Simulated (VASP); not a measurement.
# C (Fd-3m) in VASP: a series of runs, part 2 of 2

VASP 6.6.1. The steps go on from the part before.

**3. Relaxation of cell and atoms, PBE+D3(BJ)**

This run uses another cell than the first one, of 5.63 Å³/atom, 0.992 times its volume.

INCAR reads:

```
SYSTEM = C
ALGO = Normal
EDIFF = 1E-7
EDIFFG = -0.005
ENCUT = 600
GGA = PE
IBRION = 2
ISIF = 3
ISMEAR = 0
IVDW = 12
LASPH = .True.
LCHARG = .False.
LREAL = .False.
LWAVE = .False.
NELM = 80
NSW = 90
PREC = Accurate
SIGMA = 0.03
```

KPOINTS reads:

```
k-points
0
Gamma
  14 14 14
  0 0 0
```

POSCAR reads:

```
C                                       
1.0
   -0.0000000000      1.7784468626      1.7784468626
    1.7784468626     -0.0000000000      1.7784468626
    1.7784468626      1.7784468626      0.0000000000
  C             
     2
Direct
     0.0000000000000000    0.0000000000000000    0.0000000000000000
     0.2500000000000000    0.2500000000000000    0.2500000000000000
```

Potentials or basis: VASP PAW PBE potentials, release 64 (C).

Run with:

```bash
cat potpaw_PBE.64/C/POTCAR > POTCAR
mpirun -np 1 vasp_std > vasp.out
```

OUTCAR:

```text
SYSTEM = C
   EDIFF = 1E-7
   EDIFFG = -0.005
   ENCUT = 600
   GGA = PE
   IBRION = 2
   ISIF = 3
   ISMEAR = 0
   IVDW = 12
   LASPH = .True.
   LREAL = .False.
   NELM = 80
   NSW = 90
   PREC = Accurate
 IVDW          = 12

 ion  position               nearest neighbor table
   1  0.000  0.000  0.000-   2 1.54   2 1.54   2 1.54   2 1.54
   2  0.250  0.250  0.250-   1 1.54   1 1.54   1 1.54   1 1.54

  LATTYP: Found a face centered cubic cell.
 ALAT       =     3.5568937252

  Lattice vectors:

 A1 = (   0.0000000000,   1.7784468626,   1.7784468626)
 A2 = (   1.7784468626,   0.0000000000,   1.7784468626)
 A3 = (   1.7784468626,   1.7784468626,   0.0000000000)

Analysis of symmetry for initial positions (statically):
=====================================================================
 Subroutine PRICEL returns:
 Original cell was already a primitive cell.

 Routine SETGRP: Setting up the symmetry group for a
 face centered cubic supercell.

 Subroutine GETGRP returns: Found 48 space group operations
 (whereof 24 operations were pure point group operations)
 out of a pool of 48 trial point group operations.

The static configuration has the point symmetry T_d .
 The point group associated with its full space group is O_h .

Analysis of symmetry for dynamics (positions and initial velocities):
=====================================================================
 Subroutine PRICEL returns:
 Original cell was already a primitive cell.

 Routine SETGRP: Setting up the symmetry group for a
 face centered cubic supercell.

 Subroutine GETGRP returns: Found 48 space group operations
 (whereof 24 operations were pure point group operations)
 out of a pool of 48 trial point group operations.

The dynamic configuration has the point symmetry T_d .
 The point group associated with its full space group is O_h .

 Subroutine INISYM returns: Found 48 space group operations
 (whereof 24 operations are pure point group operations),
 and found     1 'primitive' translations

----------------------------------------------------------------------------------------

                                     Primitive cell

  volume of cell :      11.2500

  direct lattice vectors                    reciprocal lattice vectors
     0.000000000  1.778446863  1.778446863    -0.281144189  0.281144189  0.281144189
     1.778446863  0.000000000  1.778446863     0.281144189 -0.281144189  0.281144189
     1.778446863  1.778446863  0.000000000     0.281144189  0.281144189 -0.281144189

  length of vectors
     2.515103673  2.515103673  2.515103673     0.486956019  0.486956019  0.486956019

  position of ions in fractional coordinates (direct lattice)
     0.000000000  0.000000000  0.000000000
     0.250000000  0.250000000  0.250000000

  ion indices of the primitive-cell ions
   primitive index   ion index
                 1           1
                 2           2

----------------------------------------------------------------------------------------

 KPOINTS: k-points

Automatic generation of k-mesh.
 Grid dimensions read from file:
 generate k-points for:   14   14   14

 Generating k-lattice:

  Cartesian coordinates                     Fractional coordinates (reciprocal lattice)
[... 22 lines left out ...]
  0.357143  0.000000  0.000000      8.000000
[... 16 lines left out ...]
  0.214286  0.142857  0.000000     24.000000
  0.285714  0.142857  0.000000     24.000000
 [... further k-points ...]
   k-points           NKPTS =    104   k-points in BZ     NKDIM =    104   number of bands    NBANDS=      8
   number of dos      NEDOS =    301   number of ions     NIONS =      2
   total plane-waves  NPLWV =   8000
   dimension x,y,z NGX =    20 NGY =   20 NGZ =   20
   dimension x,y,z NGXF=    40 NGYF=   40 NGZF=   40
   ions per type =               2
   NGX,Y,Z   is equivalent  to a cutoff of  13.22, 13.22, 13.22 a.u.
   NGXF,Y,Z  is equivalent  to a cutoff of  26.44, 26.44, 26.44 a.u.
 SYSTEM =  C
   PREC   = accura    normal or accurate (medium, high low for compatibility)
   ISTART =      0    job   : 0-new  1-cont  2-samecut
   ICHARG =      2    charge: 1-file 2-atom 10-const
   ISPIN  =      1    spin polarized calculation?
   LNONCOLLINEAR =      F non collinear calculations
   LSORBIT =      F    spin-orbit coupling
   LASPH  =      T    aspherical Exc in radial PAW
   ENCUT  =  600.0 eV  44.10 Ry    6.64 a.u.   5.02  5.02  5.02*2*pi/ulx,y,z
   NELM   =     80;   NELMIN=  2; NELMDL= -5     # of ELM steps
   EDIFF  = 0.1E-06   stopping-criterion for ELM
   LREAL  =      F    real-space projection
   EDIFFG = -.5E-02   stopping-criterion for IOM
   NSW    =     90    number of steps for IOM
   IBRION =      2    ionic relax: 0-MD 1-quasi-New 2-CG
   NFREE  =      1    steps in history (QN), initial steepest desc. (CG)
   ISIF   =      3    stress and relaxation
   ISYM   =      2    0-nonsym 1-usesym 2-fastsym
   POTIM  = 0.5000    time-step for ionic-motion
   TEBEG  =    0.0;   TEEND  =   0.0 temperature during run
   PSTRESS=    0.0 pullay stress
   NELECT =       8.0000    total number of electrons
   NUPDOWN=      -1.0000    fix difference up-down
   EMIN   =  10.00;   EMAX   =-10.00  energy-range for DOS
   EFERMI =   0.00;   METHOD = LEGACY
   ISMEAR =     0;   SIGMA  =   0.03  broadening in eV -4-tet -1-fermi 0-gaus
   EFERMI_NEDOS =   21; number of points for ismear=-14 and -15
   IALGO  =     38    algorithm
   IMIX   =      4    mixing-type and parameters
     AMIX     =   0.40;   BMIX     =  1.00
     AMIX_MAG =   1.60;   BMIX_MAG =  1.00
  volume/ion in A,a.u.               =       5.63        37.96
  Fermi-wavevector in a.u.,A,eV,Ry     =   1.461237  2.761337 29.051336  2.135213
  Thomas-Fermi vector in A             =   2.577592
   LORBIT       =      0    0 simple, 1 ext, 2 COOP (PROOUT), +10 PAW based schemes
   GGA     = PE    functional components
   LHFCALC =     F    Hartree Fock is set to
   AEXX    =    0.0000 exact exchange contribution
   IVDW    =    12    specifies the selected vdW correction
   LEPSILON=     F    determine dielectric tensor
   LRPA    =     F    only Hartree local field effects (RPA)
 conjugate gradient relaxation of ions
 non-spin polarized calculation
 Gauss-broadening in eV      SIGMA  =   0.03
  energy-cutoff  :      600.00
  volume of cell :       11.25
 maximum number of plane-waves:       388
   NGX =  9   NGY =  9   NGZ =  9

 number of electron       7.9999999 magnetization

 Free energy of the ion-electron system (eV)
  ---------------------------------------------------
  ext. energy  EPLUGINS =         0.00000000
  ---------------------------------------------------
  free energy    TOTEN  =       -18.18753504 eV

  energy without entropy =      -18.18753504  energy(sigma->0) =      -18.18753504

 E-fermi :  10.0665     XC(G=0): -13.2924

 val. band max:        9.8488464801   @ k =   0.0000   0.0000   0.0000
 cond. band min:      13.9971396667   @ k =   0.3571   0.3571   0.0000
 fundamental gap:      4.1482931866
 Fermi energy:        10.0665398499

 k-point     1 :       0.0000    0.0000    0.0000
  band No.  band energies     occupation
      1     -11.7394      2.00000
      2       9.8488      2.00000
      3       9.8488      2.00000
      4       9.8488      2.00000
      5      15.4619      0.00000
      6      15.4619      0.00000
      7      15.4619      0.00000
      8      23.3708      0.00000
[... 243 lines left out ...]
 k-point    24 :       0.2857    0.1429    0.0000
  band No.  band energies     occupation
      1      -9.6761      2.00000
      2       3.7949      2.00000
      3       6.5031      2.00000
      4       7.2404      2.00000
      5      15.7940      0.00000
      6      19.8966      0.00000
      7      19.9803      0.00000
      8      22.3218      0.00000

 [... further k-points ...]

------------------------ aborting loop because EDIFF is reached ----------------------------------------

 Edisp (eV)   -0.38578

 E8    (eV) :    -0.1110

  FORCE on cell =-STRESS in cart. coord.  units (eV):
  Direction    XX          YY          ZZ          XY          YZ          ZX
  --------------------------------------------------------------------------------------
  -------------------------------------------------------------------------------------
  Total       0.00187     0.00187     0.00187     0.00000     0.00000     0.00000
  in kB       0.26595     0.26595     0.26595     0.00000     0.00000     0.00000
  external pressure =        0.27 kB  Pullay stress =        0.00 kB

 VOLUME and BASIS-vectors are now :
 -----------------------------------------------------------------------------
  energy-cutoff  :      600.00
  volume of cell :       11.25
      direct lattice vectors                 reciprocal lattice vectors
     0.000000000  1.778446863  1.778446863    -0.281144189  0.281144189  0.281144189
     1.778446863  0.000000000  1.778446863     0.281144189 -0.281144189  0.281144189
     1.778446863  1.778446863  0.000000000     0.281144189  0.281144189 -0.281144189

 POSITION                                       TOTAL-FORCE (eV/Angst)
 -----------------------------------------------------------------------------------
      0.00000      0.00000      0.00000        -0.000000     -0.000000     -0.000000
      0.88922      0.88922      0.88922         0.000000      0.000000      0.000000
 -----------------------------------------------------------------------------------
    total drift:                                0.000000      0.000000      0.000000

  FREE ENERGIE OF THE ION-ELECTRON SYSTEM (eV)
  ---------------------------------------------------
  free  energy   TOTEN  =       -18.5733101058 eV

  energy  without entropy=      -18.5733101058  energy(sigma->0) =      -18.57331011

 reached required accuracy - stopping structural energy minimisation
```

Run time: 4.2 s. Hardware: 1 thread of Intel Xeon 6975P-C (Granite Rapids), shared host; peak memory 0.13 GiB.

What came out:

```
Free energy                : -18.5733 eV
Pressure after relaxing    : 0.0 GPa
Band gap on the k mesh     : 4.15 eV, indirect (least direct gap 5.61 eV)
Dispersion energy per atom : -0.193 eV
```

Final structure:
```cif
data_structure
_symmetry_space_group_name_H-M 'P 1'
_symmetry_Int_Tables_number 1
_cell_length_a 2.5151
_cell_length_b 2.5151
_cell_length_c 2.5151
_cell_angle_alpha 60.000
_cell_angle_beta 60.000
_cell_angle_gamma 60.000
_cell_volume 11.25
loop_
_atom_site_label
_atom_site_type_symbol
_atom_site_fract_x
_atom_site_fract_y
_atom_site_fract_z
_atom_site_occupancy
C1 C 0.00000 0.00000 0.00000 1
C2 C 0.25000 0.25000 0.25000 1
```

Caveat: the relaxation stopped at its first step, so nothing moved. A k mesh can miss the band edges.
